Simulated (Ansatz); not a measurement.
ZnTe (zinc blende)

```yaml
crystal:
  lattice:
    - [0.00000, 3.05670, 3.05670]
    - [3.05670, 0.00000, 3.05670]
    - [3.05670, 3.05670, 0.00000]
  atoms:
    - { symbol: Te, position: [0.75000, 0.75000, 0.75000] }
    - { symbol: Zn, position: [0.00000, 0.00000, 0.00000] }
```

In this cell atom 2 (Zn, nearest neighbour Te at 2.647 Å; its periodic images, 4.3 Å or more away, move with it) is moved by u·(1.000, 0.000, 0.000) + v·(0.000, 1.000, 0.000); the rest is frozen.

Calculation: r2SCAN (plane waves to 500 eV, PAW, scalar-relativistic; Ansatz, a first-principles code). k mesh 8×8×8 (Γ-centred), Fermi-Dirac smearing 0.05 eV. The energy includes the smearing's −TS. Fu and Fv are the components of the force on the atom. Spin-orbit coupling is left out, though Te is heavy. ZnTe was relaxed with its symmetry unable to fall. ΔE is measured from the undisplaced structure. Axes are in Å.

ΔE (eV/cell), with u across and v down:

```tsv
v \ u	-0.400	-0.267	-0.133	0.000	0.133	0.267	0.400
-0.400	0.932	0.630	0.444	0.381	0.444	0.630	0.932
-0.267	0.630	0.379	0.225	0.173	0.225	0.379	0.630
-0.133	0.444	0.225	0.090	0.044	0.090	0.225	0.444
0.000	0.381	0.173	0.044	0.000	0.044	0.173	0.381
0.133	0.444	0.225	0.090	0.044	0.090	0.225	0.444
0.267	0.630	0.379	0.225	0.173	0.225	0.379	0.630
0.400	0.932	0.630	0.444	0.381	0.444	0.630	0.932
```

Fv (eV/Å), with u across and v down:

```tsv
v \ u	-0.400	-0.267	-0.133	0.000	0.133	0.267	0.400
-0.400	2.68	2.21	1.93	1.83	1.93	2.21	2.68
-0.267	1.85	1.53	1.34	1.27	1.34	1.53	1.85
-0.133	0.94	0.78	0.68	0.65	0.68	0.78	0.94
0.000	0.00	0.00	0.00	0.00	0.00	0.00	0.00
0.133	-0.94	-0.78	-0.68	-0.65	-0.68	-0.78	-0.94
0.267	-1.85	-1.53	-1.34	-1.27	-1.34	-1.53	-1.85
0.400	-2.68	-2.21	-1.93	-1.83	-1.93	-2.21	-2.68
```

Read from the data:

```
Item                                                                                                                                                                                              Result
-----------------------------------------------------------------------------  -------------------------------------------------------------------------------------------------------------------------
Principal force constants in the plane (five-point differences of the forces)                                                                                                       4.9 eV/Å², isotropic
Centre of the map                                                                                                                                                                              a minimum
Lowest place on the grid                                                                                                                                           u = 0.000 Å, v = 0.000 Å (0 meV/cell)
Highest place on the grid, met at several equal points                         u = -0.400 Å, v = -0.400 Å; u = 0.400 Å, v = -0.400 Å; u = -0.400 Å, v = 0.400 Å; u = 0.400 Å, v = 0.400 Å (932 meV/cell)
```

(For displaced atoms, the force is minus the slope of the energy, and its curvature is a force constant, which sets phonon frequencies.)
